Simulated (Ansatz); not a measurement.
MoS₂

**What was measured.** A cell as deposited of hexagonal MoS2 (space group P6_3/mmc), temperature not stated, from the Crystallography Open Database (2002), has a, c = 3.169, 12.324 Å and 17.86 Å³/atom.

Level of theory: DFT, r²SCAN, scalar-relativistic, collinear spin; plane waves to 500 eV with PAW datasets (Ansatz 0.2.0), 8×8×2 k-mesh, Gaussian smearing of 0.05 eV. The datasets are Ansatz's generated set soft_2.

```yaml
crystal:
  lattice:
    - [3.18459, 0.00000, 0.00000]
    - [-1.59230, 2.75794, 0.00000]
    - [0.00000, 0.00000, 12.96394]
  atoms:
    - { symbol: Mo, position: [0.33333, 0.66667, 0.25000] }
    - { symbol: Mo, position: [0.66667, 0.33333, 0.75000] }
    - { symbol: S, position: [0.33333, 0.66667, 0.63025] }
    - { symbol: S, position: [0.66667, 0.33333, 0.13025] }
    - { symbol: S, position: [0.33333, 0.66667, 0.86975] }
    - { symbol: S, position: [0.66667, 0.33333, 0.36975] }
```

The chain of runs began from a cell as deposited in COD, expanded in volume.

Magnetic state: non-magnetic, site spin moments none.

The cell above was scaled in volume, and shape and atoms were relaxed at each volume within its symmetry. Energies are counted from the cell above.

Cell and atoms are those of this level's equilibrium.

```csv
V (Å³/atom),ΔE (meV/atom),P (GPa)
18.22,2.5,1.15
18.60,0.6,0.48
18.98,0.0,0.01
19.36,0.3,-0.30
19.74,1.2,-0.47
20.31,3.0,-0.59
```

(1) Can a bulk modulus be trusted from these points?

Answer:

(1) No. The energies are smooth (scatter 0.01 meV/atom), but the fit's B0′ of 19.4 is out of the usual range: the curve is too flat or too lopsided over this range, as for soft or weakly bound crystals, and a third-order form can't fix it.

**Comparison.** The computed cell (3.185, 12.964 Å, 18.98 Å³/atom) differs from the database's by +6.2 % in volume, about +2.0 % in length. The axes miss by +0.5 %, +5.2 %. Without a dispersion term the weakly bound parts drift apart.

The structure is built of weakly bound layers, and this functional has no dispersion term, so their spacing and all that hangs on it (volume, the soft elastic constants, low modes, dielectric constants) are poorly given.
